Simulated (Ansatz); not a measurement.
# AlCo: symmetry broken, then relaxed, part 2 of 2

The task, for AlCo: disturb the structure and relax it again.

Ansatz 0.2.0; DFT PBEsol, scalar-relativistic, plane waves, PAW.

### 8 Relaxing from there

The input, input.yaml:

```yaml
crystal:
  lattice:
    - [2.6711434722, -0.1637871439, -0.1302368946]
    - [-0.1637871439, 3.1276656887, 0.0106152489]
    - [-0.1302368946, 0.0106152489, 2.6689474471]
  atoms:
    - { symbol: Al, position: [-0.0009459856, 0.000941824, 0.0006848085] }
    - { symbol: Co, position: [0.5009459856, 0.499058176, 0.4993151915] }
basis:
  ecutwfc: 420
kpoints:
  mp_grid: { grid: [12, 12, 12] }
hamiltonian:
  xc: pbesol
scf:
  occupations: { method: gaussian, width: 0.15 }
output:
  forces: true
  stress: true
  eigenvalues: true
  write_density: true
  write_potential: true
  elf: true
  volumetric_format: npy
relax:
  adjacent_minimum: "off"
  f_tol: 0.01
  max_steps: 80
  cell: { stress_tol: 0.1 }
```

On the command line:

```console
$ ansatz run input.yaml --threads 2 --pin off --max-ram 5120MiB --backend cpu --events-out ev --progress --plain --runs-dir out
```

Standard output:

```text
Warning: RAYON_NUM_THREADS=2 ignored (pool sized by the plan → 2); use --threads N
Engine: ansatz 0.2.0, x86_64-unknown-linux-gnu
Pseudopotentials: kind: paw
Pseudopotential: Al, paw, valence charge 3, recommended cutoff 420 eV (normal), Al.paw.azcp
Pseudopotential: Co, paw, valence charge 17, recommended cutoff 420 eV (normal), Co.paw.azcp
Functional definition: PBEsol
  exchange = pbesol_x
  correlation = pbesol_c
Crystal: 2 atoms, lattice volume = 22.173 Å³
Basis set: ecut = 420 eV, 439 PW (Γ), exchange–correlation on 36×48×36 points (8 copies of the dense FFT grid, shifted against one another)
Bands: 14, of which v1, the nominal top of the filled ones, is band 10 counted from 1 (9 counted from 0)
Symmetry: 1 space group operations
Space group: P1 (ITA 1), of the structure as read, at distance tolerance 2.8e-5 Å
k-points: 868 of 1728 (time reversal used)
Non-local potential: Al, projectors of the file, l = 0: 2, l = 1: 2, l = 2: 1
Non-local potential: Co, projectors of the file, l = 0: 3, l = 1: 2, l = 2: 3, l = 3: 1
PAW form: soft (Blöchl's): semilocal exchange-correlation on the pseudo side does not see the compensation charge
PAW frozen core: Al, regenerated for the run's functional, and the local potential with it (the file was generated under x = pbe(κ = 0.804, μ = 0.2195149727645171), c = pbe(β = 0.06672455060314922))
PAW frozen core: Co, regenerated for the run's functional, and the local potential with it (the file was generated under x = pbe(κ = 0.804, μ = 0.2195149727645171), c = pbe(β = 0.06672455060314922))
PAW one-centre angular grid: Al, 110 points (default); XC on 64 Gauss nodes
PAW one-centre angular grid: Co, 590 points (default); XC on 64 Gauss nodes
Initial density: superposition of atomic densities (neutral atoms: chi_scale 0, normalization atom), corrected by the library's trained network
Initial wavefunctions: pseudopotential atomic-orbital guess
Functional: x = pbesol(κ = 0.804, μ = 0.12345679012345678), c = pbesol(β = 0.046)
SCF iter   1: F=—  HF=-5618.425535 eV  |F-HF|=—  |Δ(HF+E_count)|=         —  Δρ=2.59e-2  dr2=8.76e-2  ethr=1.77e-3  ⟨swp⟩=4.2  Hψ=56174  notcnv=0
preconditioner: auto → none  [metal: Δε(μ)=0.002 eV  Ē_g=8.502 eV  σ=0.150 eV  W_gap=0.01  n_scr=6 (ndim 8)  ℏωp=27.3 eV  f_vac=0.000  D(μ)=1.17/eV (n_scr^D=8)  sad-step TF]
SCF iter   2: F=—  HF=-5618.416329 eV  |F-HF|=—  |Δ(HF+E_count)|=   9.21e-3  Δρ=1.07e-2  dr2=1.71e-2  ethr=4.38e-4  ⟨swp⟩=1.8  Hψ=20059  notcnv=0  defer=2
SCF iter   3: F=—  HF=-5618.414375 eV  |F-HF|=—  |Δ(HF+E_count)|=   1.95e-3  Δρ=1.38e-3  dr2=3.10e-4  ethr=8.55e-5  ⟨swp⟩=1.0  Hψ=12174  notcnv=0  defer=2
SCF iter   4: F=—  HF=-5618.414357 eV  |F-HF|=—  |Δ(HF+E_count)|=   1.85e-5  Δρ=2.62e-4  dr2=3.12e-6  ethr=1.55e-6  ⟨swp⟩=2.1  Hψ=14547  notcnv=0  defer=2
SCF iter   5: F=—  HF=-5618.414240 eV  |F-HF|=—  |Δ(HF+E_count)|=   1.17e-4  Δρ=7.65e-5  dr2=4.15e-7  ethr=1.56e-8  ⟨swp⟩=2.2  Hψ=17791  notcnv=0  defer=4
SCF iter   6: F=-5618.414239 eV  HF=-5618.414240 eV  |F-HF|=2.04e-8  |Δ(HF+E_count)|=   1.91e-8  Δρ=1.32e-5  dr2=2.22e-8  ethr=5.00e-10  ⟨swp⟩=9.1  Hψ=80919  notcnv=0
SCF 1 converged in 6 iterations: F = -5618.414239 eV  dr2 = 2.22e-8
relax step   1: F+E_penalty+E_count = -5618.41423948 eV  Δ(F+E_penalty+E_count) = +0.000e0 eV  max|allowed force component| = 3.840e-2 eV/Å  Δτ_max = 0.0000 Å  P = +8.441 GPa  Ω = 22.173 Å³  (6 SCF iters, dr2 threshold 1.00e-7 eV, accepted)
Crystal: 2 atoms, lattice volume = 22.339 Å³
Basis set: ecut = 420 eV, 437 PW (Γ), exchange–correlation on 36×48×36 points (8 copies of the dense FFT grid, shifted against one another)
Initial density: handed on by an earlier stage of this run
Initial wavefunctions: those handed on with the density
iter 1 solved again at ethr=2.68e-5 eV; its pass at ethr=3.10e-3 eV (dr2=5.35e-3 eV) is discarded
SCF iter   1: F=—  HF=-5618.645455 eV  |F-HF|=—  |Δ(HF+E_count)|=         —  Δρ=7.77e-3  dr2=5.36e-3  ethr=2.68e-5  ⟨swp⟩=2.0  Hψ=84802  notcnv=0
preconditioner: auto → none  [metal: Δε(μ)=0.006 eV  Ē_g=8.508 eV  σ=0.150 eV  W_gap=0.02  n_scr=6 (ndim 8)  ℏωp=27.2 eV  f_vac=0.000  D(μ)=0.96/eV (n_scr^D=6)]
SCF iter   2: F=—  HF=-5618.644107 eV  |F-HF|=—  |Δ(HF+E_count)|=   1.35e-3  Δρ=3.38e-3  dr2=8.18e-4  ethr=2.68e-5  ⟨swp⟩=1.0  Hψ=12152  notcnv=0
SCF iter   3: F=—  HF=-5618.643914 eV  |F-HF|=—  |Δ(HF+E_count)|=   1.93e-4  Δρ=4.68e-4  dr2=1.88e-5  ethr=4.09e-6  ⟨swp⟩=2.0  Hψ=17524  notcnv=0
SCF iter   4: F=—  HF=-5618.643749 eV  |F-HF|=—  |Δ(HF+E_count)|=   1.65e-4  Δρ=6.82e-5  dr2=3.54e-7  ethr=9.38e-8  ⟨swp⟩=2.3  Hψ=19814  notcnv=0
iter 5 did not close the SCF: its close was put off for the readings that it lacked (scf_convergence_deferred on its scf_iter line)
SCF iter   5: F=-5618.643749 eV  HF=-5618.643749 eV  |F-HF|=7.97e-9  |Δ(HF+E_count)|=   4.51e-8  Δρ=1.62e-5  dr2=1.63e-8  ethr=1.77e-9  ⟨swp⟩=2.3  Hψ=20697  notcnv=0
SCF iter   6: F=-5618.643749 eV  HF=-5618.643749 eV  |F-HF|=2.36e-11  |Δ(HF+E_count)|=   1.07e-8  Δρ=2.34e-6  dr2=3.24e-10  ethr=8.16e-11  ⟨swp⟩=5.8  Hψ=73826  notcnv=0
SCF 2 converged in 6 iterations: F = -5618.643749 eV  dr2 = 3.24e-10
relax step   2: F+E_penalty+E_count = -5618.64374890 eV  Δ(F+E_penalty+E_count) = -2.295e-1 eV  max|allowed force component| = 2.991e-2 eV/Å  Δτ_max = 0.0017 Å  P = +3.388 GPa  Ω = 22.339 Å³  energy of the carried Pulay correction = -1.260e-4 eV  (6 SCF iters, dr2 threshold 2.00e-7 eV, accepted)
Crystal: 2 atoms, lattice volume = 22.137 Å³
Basis set: ecut = 420 eV, 451 PW (Γ), exchange–correlation on 36×48×36 points (8 copies of the dense FFT grid, shifted against one another)
iter 1 solved again at ethr=3.42e-5 eV; its pass at ethr=3.10e-3 eV (dr2=6.84e-3 eV) is discarded
SCF iter   1: F=—  HF=-5618.754887 eV  |F-HF|=—  |Δ(HF+E_count)|=         —  Δρ=8.04e-3  dr2=6.83e-3  ethr=3.42e-5  ⟨swp⟩=2.2  Hψ=88484  notcnv=0
preconditioner: auto → none  [metal: Δε(μ)=0.001 eV  Ē_g=8.589 eV  σ=0.150 eV  W_gap=0.01  n_scr=6 (ndim 8)  ℏωp=27.3 eV  f_vac=0.000  D(μ)=0.88/eV (n_scr^D=6)]
SCF iter   2: F=—  HF=-5618.753153 eV  |F-HF|=—  |Δ(HF+E_count)|=   1.73e-3  Δρ=3.32e-3  dr2=8.60e-4  ethr=3.41e-5  ⟨swp⟩=1.0  Hψ=12236  notcnv=0
SCF iter   3: F=—  HF=-5618.752943 eV  |F-HF|=—  |Δ(HF+E_count)|=   2.10e-4  Δρ=4.19e-4  dr2=9.51e-6  ethr=4.30e-6  ⟨swp⟩=2.4  Hψ=18336  notcnv=0
SCF iter   4: F=—  HF=-5618.752780 eV  |F-HF|=—  |Δ(HF+E_count)|=   1.63e-4  Δρ=9.58e-5  dr2=6.57e-7  ethr=4.76e-8  ⟨swp⟩=2.0  Hψ=20940  notcnv=0
iter 5 did not close the SCF: its close was put off for the readings that it lacked (scf_convergence_deferred on its scf_iter line)
SCF iter   5: F=-5618.752781 eV  HF=-5618.752781 eV  |F-HF|=1.91e-8  |Δ(HF+E_count)|=   4.97e-8  Δρ=1.68e-5  dr2=2.52e-8  ethr=3.28e-9  ⟨swp⟩=2.7  Hψ=20678  notcnv=0
SCF iter   6: F=-5618.752781 eV  HF=-5618.752781 eV  |F-HF|=1.84e-10  |Δ(HF+E_count)|=   2.97e-9  Δρ=2.98e-6  dr2=4.22e-10  ethr=1.26e-10  ⟨swp⟩=6.7  Hψ=81398  notcnv=0
SCF 3 converged in 6 iterations: F = -5618.752781 eV  dr2 = 4.22e-10
relax step   3: F+E_penalty+E_count = -5618.75278053 eV  Δ(F+E_penalty+E_count) = -1.090e-1 eV  max|allowed force component| = 7.069e-3 eV/Å  Δτ_max = 0.0029 Å  P = +3.056 GPa  Ω = 22.137 Å³  energy of the carried Pulay correction = +2.774e-5 eV  (6 SCF iters, dr2 threshold 2.00e-7 eV, accepted)
[... 12 lines left out ...]
relax step   4: F+E_penalty+E_count = -5618.76692941 eV  Δ(F+E_penalty+E_count) = -1.415e-2 eV  max|allowed force component| = 5.647e-5 eV/Å  Δτ_max = 0.0005 Å  P = +0.021 GPa  Ω = 22.398 Å³  energy of the carried Pulay correction = -1.707e-4 eV  (6 SCF iters, dr2 threshold 2.00e-7 eV, accepted)
[... 13 lines left out ...]
relax step   5: F+E_penalty+E_count = -5618.76701725 eV  Δ(F+E_penalty+E_count) = -8.784e-5 eV  max|allowed force component| = 7.455e-6 eV/Å  Δτ_max = 0.0000 Å  P = -0.009 GPa  Ω = 22.399 Å³  energy of the carried Pulay correction = -1.719e-4 eV  (6 SCF iters, dr2 threshold 2.00e-7 eV, accepted)
[... 11 lines left out ...]
relax step   6: F+E_penalty+E_count = -5618.77683443 eV  Δ(F+E_penalty+E_count) = -9.817e-3 eV  max|allowed force component| = 7.437e-6 eV/Å  Δτ_max = 0.0000 Å  P = +0.836 GPa  Ω = 22.399 Å³  stress off target by 2.05e0 GPa  SCF on the basis re-selected at this cell (its energy is not comparable with the rows above)  (6 SCF iters)
[... 13 lines left out ...]
relax step   7: F+E_penalty+E_count = -5618.77769004 eV  Δ(F+E_penalty+E_count) = -8.556e-4 eV  max|allowed force component| = 1.120e-5 eV/Å  Δτ_max = 0.0000 Å  P = +0.048 GPa  Ω = 22.488 Å³  energy of the carried Pulay correction = -6.847e-5 eV  (6 SCF iters, dr2 threshold 2.00e-7 eV, accepted)
[... 11 lines left out ...]
relax step   8: F+E_penalty+E_count = -5618.77775773 eV  Δ(F+E_penalty+E_count) = -6.769e-5 eV  max|allowed force component| = 1.120e-5 eV/Å  Δτ_max = 0.0000 Å  P = +0.048 GPa  Ω = 22.488 Å³  stress off target by 1.10e-1 GPa  SCF on the basis re-selected at this cell (its energy is not comparable with the rows above)  (6 SCF iters)
[... 14 lines left out ...]
relax step   9: F+E_penalty+E_count = -5618.77775573 eV  Δ(F+E_penalty+E_count) = +2.000e-6 eV  max|allowed force component| = 5.153e-7 eV/Å  Δτ_max = 0.0000 Å  P = -0.001 GPa  Ω = 22.494 Å³  energy of the carried Pulay correction = -4.262e-6 eV  (6 SCF iters, accepted)
iter 1 solved again at ethr=1.51e-8 eV; its pass at ethr=3.10e-3 eV (dr2=3.03e-6 eV) is discarded
SCF iter   1: F=—  HF=-5618.777766 eV  |F-HF|=—  |Δ(HF+E_count)|=         —  Δρ=5.13e-4  dr2=1.22e-6  ethr=1.51e-8  ⟨swp⟩=3.4  Hψ=93849  notcnv=0
preconditioner: auto → none  [metal: Δε(μ)=0.021 eV  Ē_g=8.465 eV  σ=0.150 eV  W_gap=0.08  n_scr=6 (ndim 8)  ℏωp=27.1 eV  f_vac=0.000  D(μ)=0.82/eV (n_scr^D=6)]
SCF iter   2: F=—  HF=-5618.777764 eV  |F-HF|=—  |Δ(HF+E_count)|=   1.35e-6  Δρ=2.57e-4  dr2=3.05e-7  ethr=6.09e-9  ⟨swp⟩=1.0  Hψ=12152  notcnv=0
SCF iter   3: F=—  HF=-5618.777762 eV  |F-HF|=—  |Δ(HF+E_count)|=   2.01e-6  Δρ=3.04e-6  dr2=1.81e-9  ethr=1.52e-9  ⟨swp⟩=1.0  Hψ=12152  notcnv=0
SCF iter   4: F=—  HF=-5618.777762 eV  |F-HF|=—  |Δ(HF+E_count)|=  2.62e-10  Δρ=1.45e-6  dr2=4.27e-10  ethr=9.06e-12  ⟨swp⟩=1.4  Hψ=13052  notcnv=0
iter 5 did not close the SCF: its close was put off for the readings that it lacked (scf_convergence_deferred on its scf_iter line)
SCF iter   5: F=-5618.777762 eV  HF=-5618.777762 eV  |F-HF|=9.09e-13  |Δ(HF+E_count)|=  5.28e-11  Δρ=7.18e-8  dr2=2.59e-13  ethr=2.13e-12  ⟨swp⟩=1.2  Hψ=12494  notcnv=0
SCF iter   6: F=-5618.777762 eV  HF=-5618.777762 eV  |F-HF|=3.64e-12  |Δ(HF+E_count)|=  1.82e-12  Δρ=1.46e-8  dr2=1.68e-14  ethr=1.00e-12  ⟨swp⟩=4.0  Hψ=48853  notcnv=0
SCF 10 converged in 6 iterations: F = -5618.777762 eV  dr2 = 1.68e-14
relax step  10: F+E_penalty+E_count = -5618.77776242 eV  Δ(F+E_penalty+E_count) = -6.688e-6 eV  max|allowed force component| = 5.149e-7 eV/Å  Δτ_max = 0.0000 Å  P = -0.001 GPa  Ω = 22.494 Å³  stress off target by 2.07e-3 GPa  SCF on the basis re-selected at this cell (its energy is not comparable with the rows above)  (6 SCF iters)
basis re-selected at this cell: Δ(F+E_penalty+E_count) = -6.688e-6 eV, ΔP = -0.000 GPa vs the last step (what re-selecting the basis moved, of the pressure what is left beyond the Pulay correction that the steps carried, after the strain that the cell walked since its last selection, with what the two solves' SCF thresholds leave and, on support functions, any second-order correction that the steps lacked; it is no measure of the basis error at this ecutwfc). This SCF's stress stands 2.07e-3 GPa from its target on what of the cell is left free (relax.cell.stress_tol is 1.00e-1 GPa) and its largest allowed force component is 5.15e-7 eV/Å (relax.f_tol is 1.00e-2 eV/Å): within both
SCF converged after 6 iterations
Free energy (F): -5618.777762 eV
Harris-Foulkes:  -5618.777762 eV  (|F-HF|=3.64e-12)
Internal energy: -5618.768593 eV  (E = F + TS)
E sigma→0 (E₀):  -5618.773178 eV
Entropy (-TS):   -0.009169 eV (-4.585 meV/atom)
Fermi energy:    14.845812 eV
--- Per-component energies (eV) ---
  E_band       = -276.392287
  E_kinetic    = 484.947065
  E_local      = -3637.784417  (includes V_loc(G=0)·N_el)
  E_nonlocal   = 468.477372
  E_hartree    = 1570.569645
  E_xc         = -199.695593
  E_vxc        = -236.985930  (∫ρ·V_xc dr)
  E_paw        = -1940.344185  (= ΣΔE_a)
  E_vpaw       = -496.185723  (= ΣTr[D̂ρ^β])
  E_aug_tail   = 0.000050  (compensation charges beyond the density's cutoff)
  E_ewald      = -2365.146088
  E_core_change = 0.207558  (= ΣΔE_core)
  E_smearing   = -0.009169  (= −TS)
  E_closure    = 0.000000  (closes the sum)
  Σ components = -5618.777762   (vs F -5618.777762, Δ=0.00e0)
--- Forces (eV/Å), atoms counted from 1 ---
  atom   1  Al     0.00000052     0.00000038    -0.00000001
  atom   2  Co    -0.00000051    -0.00000038     0.00000002
  max |Σ_I F_I| component: 3.96e-9 eV/Å
--- Stress (GPa, compression-positive) ---
       -0.000693       0.000422       0.001397
        0.000422      -0.001097       0.000400
        0.001397       0.000400      -0.000660
  P = ⅓ Tr σ = -0.0008 GPa (-0.008 kbar)
--- Band table (eV; the first three rows and the last of 868) ---
  k-point 0: bands = ["-79.6192", "-43.0502", "-43.0502", "-43.0502", "3.5637", "11.7249", "11.7249", "14.0060", "14.0061", "14.0061", "20.9276", "20.9277", "20.9277", "23.6931"]
  k-point 1: bands = ["-79.6189", "-43.0534", "-43.0499", "-43.0499", "3.6982", "11.7124", "11.7630", "13.9318", "13.9318", "14.0140", "19.7462", "21.1150", "21.1151", "23.6705"]
  k-point 2: bands = ["-79.6182", "-43.0624", "-43.0492", "-43.0492", "4.0986", "11.6221", "11.8691", "13.7407", "13.7408", "14.0357", "17.9405", "21.6466", "21.6467", "23.6044"]
  k-point 867: bands = ["-79.6085", "-43.0893", "-43.0893", "-43.0893", "10.7774", "10.7774", "10.7774", "14.6374", "14.6374", "17.1799", "17.1800", "17.1801", "19.2454", "20.3872"]
--- Relaxed structure (7 steps of the walk, 7 accepted, 3 SCFs on fresh bases) ---
  F+E_penalty+E_count = -5618.77776242 eV   max|allowed force component| = 5.149e-7 eV/Å   (the final SCF, on the basis selected at the relaxed cell)
  cell:  # Å, volume = 22.4941 Å³
    - [2.822860730121416, -3.660724039176842e-6, -1.2745071997777302e-5]
    - [-4.106070559010055e-6, 2.822867450701554, -3.7150387618960917e-6]
    - [-1.3000437524335329e-5, -3.6552919809008065e-6, 2.8228601730048863]
  atoms:
    - { symbol: Al, position: [-1.1625740799424864e-8, -8.671836548053707e-9, 2.084721842940626e-10] }
    - { symbol: Co, position: [0.5000000116257409, 0.5000000086718366, 0.49999999979152787] }
```

Wall time 2.4 min (2 threads of Intel Xeon Platinum 8259CL at 2.50GHz (Skylake/Cascade Lake), shared host); peak memory 0.73 GiB.

Relaxation path:

| step | E - E(step 1) (eV/cell) | largest force component (eV/Å) | pressure (GPa) | volume (Å³) |
| --- | --- | --- | --- | --- |
| 1 | 0.0000 | 0.0384 | 8.44 | 22.17 |
| 2 | -0.2295 | 0.0299 | 3.39 | 22.34 |
| 3 | -0.3385 | 0.0071 | 3.06 | 22.14 |
| 4 | -0.3527 | 0.0001 | 0.02 | 22.40 |
| 5 | -0.3528 | 0.0000 | -0.01 | 22.40 |
| 6 | -0.3626 | 0.0000 | 0.84 | 22.40 |
| 7 | -0.3635 | 0.0000 | 0.05 | 22.49 |
| 8 | -0.3635 | 0.0000 | 0.05 | 22.49 |
| 9 | -0.3635 | 0.0000 | 0.00 | 22.49 |
| 10 | -0.3635 | 0.0000 | 0.00 | 22.49 |

Step 1 is the start. Steps 6, 8, 10 each repeat the geometry before them on a plane-wave basis chosen anew, so the energy can jump there without any move.

|  | before | after | change |
| --- | --- | --- | --- |
| a (Å) | 2.679 | 2.823 | +5.4 % |
| b (Å) | 3.132 | 2.823 | -9.9 % |
| c (Å) | 2.672 | 2.823 | +5.6 % |
| α (°) | 89.43 | 90.00 | +0.6 % |
| β (°) | 95.59 | 90.00 | -5.8 % |
| γ (°) | 96.51 | 90.00 | -6.7 % |
| volume (Å³/atom) | 11.09 | 11.25 | +1.4 % |
| shortest distance (Å) | 2.288 | 2.445 | +6.9 % |
| space group (0.01 Å) | P1 | Pm-3m | changed |

Density in a lattice plane of the grid's cell (edges 2.82 and 2.82 Å, at 0.500 of the third edge), which holds Co.

Values in e/Å³, 12 rows by 12 columns:
```
 0.24  0.24  0.26  0.27  0.29  0.31  0.32  0.31  0.29  0.27  0.26  0.24
 0.25  0.26  0.28  0.33  0.41  0.51  0.56  0.51  0.41  0.33  0.28  0.26
 0.26  0.27  0.33  0.49  0.89  1.50  1.81  1.50  0.89  0.49  0.33  0.27
 0.27  0.29  0.41  0.89  2.38  5.57  7.50  5.57  2.38  0.89  0.41  0.29
 0.26  0.31  0.51  1.50  5.57 18.58 28.11 18.58  5.57  1.50  0.51  0.31
 0.26  0.32  0.56  1.81  7.50 28.11 43.94 28.11  7.50  1.81  0.56  0.32
 0.26  0.31  0.51  1.50  5.57 18.58 28.11 18.58  5.57  1.50  0.51  0.31
 0.27  0.29  0.41  0.89  2.38  5.57  7.50  5.57  2.38  0.89  0.41  0.29
 0.26  0.27  0.33  0.49  0.89  1.50  1.81  1.50  0.89  0.49  0.33  0.27
 0.25  0.26  0.28  0.33  0.41  0.51  0.56  0.51  0.41  0.33  0.28  0.26
 0.24  0.24  0.26  0.27  0.29  0.31  0.32  0.31  0.29  0.27  0.26  0.24
 0.24  0.24  0.25  0.26  0.27  0.26  0.26  0.26  0.27  0.26  0.25  0.24
```
Columns run along the first of these edges and rows up along the second, over one cell in 12 and 12 even steps from the bottom left corner. Atoms in the plane (fractional): Co at (0.50, 0.50).

ELF in the same plane.

Values, 12 rows by 12 columns:
```
0.49 0.48 0.45 0.41 0.35 0.30 0.28 0.30 0.35 0.41 0.45 0.48
0.48 0.45 0.38 0.29 0.21 0.17 0.15 0.17 0.21 0.29 0.38 0.45
0.46 0.41 0.29 0.20 0.20 0.22 0.23 0.22 0.20 0.20 0.29 0.41
0.44 0.35 0.21 0.20 0.32 0.52 0.62 0.52 0.32 0.20 0.21 0.35
0.43 0.30 0.17 0.22 0.52 0.85 0.93 0.85 0.52 0.22 0.17 0.30
0.42 0.28 0.15 0.23 0.62 0.93 0.97 0.93 0.62 0.23 0.15 0.28
0.43 0.30 0.17 0.22 0.52 0.85 0.93 0.85 0.52 0.22 0.17 0.30
0.44 0.35 0.21 0.20 0.32 0.52 0.62 0.52 0.32 0.20 0.21 0.35
0.46 0.41 0.29 0.20 0.20 0.22 0.23 0.22 0.20 0.20 0.29 0.41
0.48 0.45 0.38 0.29 0.21 0.17 0.15 0.17 0.21 0.29 0.38 0.45
0.49 0.48 0.45 0.41 0.35 0.30 0.28 0.30 0.35 0.41 0.45 0.48
0.50 0.49 0.48 0.46 0.44 0.43 0.42 0.43 0.44 0.46 0.48 0.49
```
Columns run along the first of these edges and rows up along the second, over one cell in 12 and 12 even steps from the bottom left corner. Atoms in the plane (fractional): Co at (0.50, 0.50).

Both are smooth fields of the valence electrons: close to the nuclei they are not physical.

Outside the cores ELF peaks at 0.52 in the shell around Al, 1.1 Å from Al; 0.50 on the Al–Al line, 1.3 Å from Al.

### 9 Results

What follows sums up all 2 parts. Changes of volume or cell count from the first structure of part 1.

| quantity | value |
| --- | --- |
| cost of the disturbance (symmetry broken, then relaxed, step 3) | 424.5 meV/atom |
| end of the relaxation, from the reference (symmetry broken, then relaxed, step 3) | +100.8 meV/atom |
| final space group (symmetry broken, then relaxed, step 3) | C2/m (tolerance 0.05 Å; reference Pm-3m) |
| cost of the disturbance (symmetry broken, then relaxed, step 6) | 181.8 meV/atom |
| end of the relaxation, from the reference (symmetry broken, then relaxed, step 6) | -0.0 meV/atom |
| final space group (symmetry broken, then relaxed, step 6) | Pm-3m (tolerance 0.05 Å; reference Pm-3m) |
| volume change (symmetry broken, then relaxed, step 6) | +0.03 % |

**Reading.** Symmetry broken, then relaxed, step 3: it ends 100.8 meV/atom above the reference, since the strained cell was held fixed. Symmetry broken, then relaxed, step 6: it comes back to the reference (within 1.5 meV/atom), so the structure resists this disturbance. Spin polarisation is off in the runs that give these values; a magnetic solution could lie lower. Measured lattice constant a of AlCo: 2.86 Å (a printed reference work, monograph). This calculation gives 2.823 Å (-1.3 %). That is the cell relaxed with PBEsol. The calculation is for a static lattice.
